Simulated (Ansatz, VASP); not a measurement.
ZnSe in VASP and in Ansatz

The input INCAR:

```
SYSTEM = ZnSe
PREC = Accurate
ENCUT = 520
EDIFF = 1E-6
ISMEAR = -1
SIGMA = 0.1
LREAL = .False.
LASPH = .True.
NELM = 80
ALGO = Normal
ISIF = 2
LWAVE = .False.
LCHARG = .True.
GGA = PE
LELF = .True.
LVHAR = .True.
NBANDS = 16
```

The input KPOINTS:

```
Automatic mesh
0
Gamma
  13 13 13
  0 0 0
```

The input POSCAR:

```
ZnSe
1.0
    0.0000000000      2.5718175843      2.5718175843
    2.5718175843      0.0000000000      2.5718175843
    2.5718175843      2.5718175843      0.0000000000
Zn Se
1 1
Direct
    0.0000000000      0.0000000000      0.0000000000
    0.5000000000      0.5000000000      0.5000000000
```

Input for Ansatz:

```yaml
crystal:
  lattice:
    - [0.0, 2.5718175843, 2.5718175843]
    - [2.5718175843, 0.0, 2.5718175843]
    - [2.5718175843, 2.5718175843, 0.0]
  atoms:
    - { symbol: Zn, position: [0.0, 0.0, 0.0] }
    - { symbol: Se, position: [0.5, 0.5, 0.5] }
kpoints:
  mp_grid: { grid: [13, 13, 13] }
scf:
  occupations: { method: fermi_dirac, width: 0.1 }
hamiltonian:
  xc: pbe
  pseudopotentials: { kind: all_electron, lapw: { basis_error: 0.001 } }
output:
  forces: true
  stress: true
  eigenvalues: true
  populations: true
```

Change from the starting cell: volume scaled by 0.88, LAPW.

Alike in both runs: task single point; functional PBE; k mesh 13 × 13 × 13; occupations fermi-dirac, width 0.1 eV; no spin polarisation.

|  | VASP | Ansatz |
| --- | --- | --- |
| version | VASP 6.6.1 | Ansatz 0.2.0 |
| potentials or method | VASP PAW PBE potentials, release 64 (Zn, Se) | all-electron LAPW, scalar-relativistic |
| plane-wave cutoff (eV) | 520 | see its input |

Ansatz gave:

| Quantity | Value |
| --- | --- |
| pressure (GPa) | 12.1 |

**Question.** Estimate VASP's values.

**Answer.** Pressure (GPa): 12.5.

Ansatz ran all-electron here, so the differences hold the error of VASP's frozen core and of both bases.
